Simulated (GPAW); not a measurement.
Os: band structure with BLYP

Os:

```
CELL_PARAMETERS angstrom
2.73410 0.00000 0.00000
-1.36705 2.36780 0.00000
0.00000 0.00000 4.31970
ATOMIC_POSITIONS crystal
Os 0.66667 0.33333 0.75000
Os 0.33333 0.66667 0.25000
```

```yaml
Program: GPAW 26.7.0
Task: band structure
Functional: BLYP
Potentials_or_basis: PAW data sets generated in the run's folder for this functional
Cutoff: 600 eV
Basis: pw
k_mesh: 8 × 8 × 5
Occupations: fermi-dirac, width 0.05 eV
Spin: spin-orbit coupling, no magnetisation
Eigensolver: davidson
Maxiter: 150
Band_path: GMKGALHA,LM,KH
Band_points: 60
spin_axis_theta_degrees: 90
spin_axis_phi_degrees: 0
Soc_after_scf: second variation
```

The pressure is 20.8 GPa and the band gap along the path is none (metal or under the smearing width).

Stress tensor (GPa, compression positive):
```
20.92  0.00  0.00
 0.00 20.92  0.00
 0.00  0.00 20.62
```

Levels at the corners of the path, in eV from the Fermi level:
| point | band 25 | band 26 | band 27 | band 28 | band 29 | band 30 | band 31 | band 32 |
| --- | --- | --- | --- | --- | --- | --- | --- | --- |
| Γ | -1.70 | -1.70 | -1.49 | -1.49 | -1.11 | -1.11 | 0.55 | 0.55 |
| M | -1.67 | -1.67 | 2.13 | 2.13 | 2.41 | 2.41 | 3.00 | 3.00 |
| K | -1.12 | -1.12 | 1.31 | 1.31 | 1.83 | 1.83 | 2.15 | 2.15 |
| Γ | -1.70 | -1.70 | -1.49 | -1.49 | -1.11 | -1.11 | 0.55 | 0.55 |
| A | -2.77 | -2.77 | -2.77 | -2.77 | 0.91 | 0.91 | 0.91 | 0.91 |
| L | 0.21 | 0.21 | 0.21 | 0.21 | 2.43 | 2.43 | 2.43 | 2.43 |
| H | -1.60 | -1.60 | -0.91 | -0.91 | 1.64 | 1.64 | 1.79 | 1.79 |
| A | -2.77 | -2.77 | -2.77 | -2.77 | 0.91 | 0.91 | 0.91 | 0.91 |
| L | 0.21 | 0.21 | 0.21 | 0.21 | 2.43 | 2.43 | 2.43 | 2.43 |
| M | -1.67 | -1.67 | 2.13 | 2.13 | 2.41 | 2.41 | 3.00 | 3.00 |
| K | -1.12 | -1.12 | 1.31 | 1.31 | 1.83 | 1.83 | 2.15 | 2.15 |
| H | -1.60 | -1.60 | -0.91 | -0.91 | 1.64 | 1.64 | 1.79 | 1.79 |

Run time: 31 s on 1 thread of Arm Neoverse V2 (shared host), peak memory 0.26 GiB.

Caveat: spin-orbit coupling was added after a scalar SCF, so levels and gaps hold it while energy, forces, pressure and moments don't; this program's spin-orbit splittings come out too wide for heavy elements; so large a pressure means that the cell lies far from this level's equilibrium, or that cutoff or potentials fall short.
